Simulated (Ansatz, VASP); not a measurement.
# Sr in VASP and in Ansatz

```
CELL_PARAMETERS angstrom
0.00000 3.28574 2.92066
3.28574 0.00000 2.92066
3.28574 3.28574 0.00000
ATOMIC_POSITIONS crystal
Sr 0.00000 0.00000 0.00000
```

Change from the starting cell: strain +0.080 along x and y, -0.040 along z, atoms carried along.

Alike in both runs: task single point; functional PBEsol; k mesh 10 × 10 × 10; occupations gaussian, width 0.03 eV; no spin polarisation.

|  | VASP | Ansatz |
| --- | --- | --- |
| version | VASP 6.6.1 | Ansatz 0.2.0 |
| potentials or method | VASP PAW PBE potentials, release 64 (Sr_sv) | scalar-relativistic, plane waves, PAW |
| plane-wave cutoff (eV) | 520 | 420 |
| valence electrons in the cell | 10 | 10 |

|  | VASP | Ansatz | Ansatz less VASP |
| --- | --- | --- | --- |
| gap on the k mesh at the Fermi level (eV) | none | none | - |
| pressure (GPa) | -1.8 | -1.8 | -0.01 |
| largest component of the traceless stress (GPa) | 0.15 | 0.15 | +0.004 |

A gap of «none» marks a metal or a gap that the smearing closes. The functional is the same, so the differences come from potentials, cutoffs and numerics.

Caveats: the PAW data sets were made with another functional, which shifts forces and pressure a little (VASP).
